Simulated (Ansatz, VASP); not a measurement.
Ca: VASP beside Ansatz

Contents of INCAR:

```
PREC = Accurate
ENCUT = 600
EDIFF = 1E-6
ISMEAR = 0
SIGMA = 0.1
LREAL = F
LASPH = T
NELM = 100
ALGO = Normal
ISIF = 3
LWAVE = F
LCHARG = F
GGA = PS
IBRION = 2
NSW = 100
EDIFFG = -0.005
```

Contents of KPOINTS:

```
Automatic mesh
0
Gamma
  12 12 8
```

POSCAR

```
Ca
1.0
    3.9799995206      0.0000000000      0.0000000000
   -1.9899997603      3.4467806919      0.0000000000
    0.0000000000      0.0000000000      6.5200000000
Ca
2
Direct
    0.3333333333      0.6666666667      0.2500000000
    0.6666666667      0.3333333333      0.7500000000
```

Input for Ansatz:

```yaml
crystal:
  lattice:
    - [3.9799995206, 0.0, 0.0]
    - [-1.9899997603, 3.4467806919, 0.0]
    - [0.0, 0.0, 6.52]
  atoms:
    - { symbol: Ca, position: [0.3333333333, 0.6666666667, 0.25] }
    - { symbol: Ca, position: [0.6666666667, 0.3333333333, 0.75] }
basis:
  ecutwfc: 420
kpoints:
  mp_grid: { grid: [12, 12, 8] }
hamiltonian:
  xc: pbesol
scf:
  occupations: { method: gaussian, width: 0.1 }
output:
  forces: true
  stress: true
  eigenvalues: true
relax:
  adjacent_minimum: "off"
  f_tol: 0.005
  max_steps: 80
  cell: { stress_tol: 0.05 }
```

This isn't the form of Ca at room conditions, which is fcc.

Alike in both runs: task relaxation of cell and atoms; functional PBEsol; k mesh 12 × 12 × 8; occupations gaussian, width 0.1 eV; no spin polarisation.

|  | VASP | Ansatz |
| --- | --- | --- |
| version | VASP 6.6.1 | Ansatz 0.2.0 |
| potentials or method | VASP PAW PBE potentials, release 64 (Ca_sv) | scalar-relativistic, plane waves, PAW |
| plane-wave cutoff (eV) | 600 | 420 |
| valence electrons in the cell | 20 | 20 |

Ansatz gave:

```
gap on the k mesh at the Fermi level, each at its own relaxed structure (eV) : none
relaxed volume (Å³/atom)                                                     : 40.77
relaxed cell length with the largest relative difference (Å)                 : 6.340
energy change over the relaxation (meV/atom)                                 : -19
```

**Question.** Estimate VASP's values.

**Answer.** gap on the k mesh at the Fermi level, each at its own relaxed structure (eV): none; relaxed volume (Å³/atom): 40.83; relaxed cell length with the largest relative difference (Å): 6.346; energy change over the relaxation (meV/atom): -18.

A gap of «none» marks a metal or a gap that the smearing closes.

Caveats: the PAW data sets were made with another functional, which shifts forces and pressure a little (VASP).
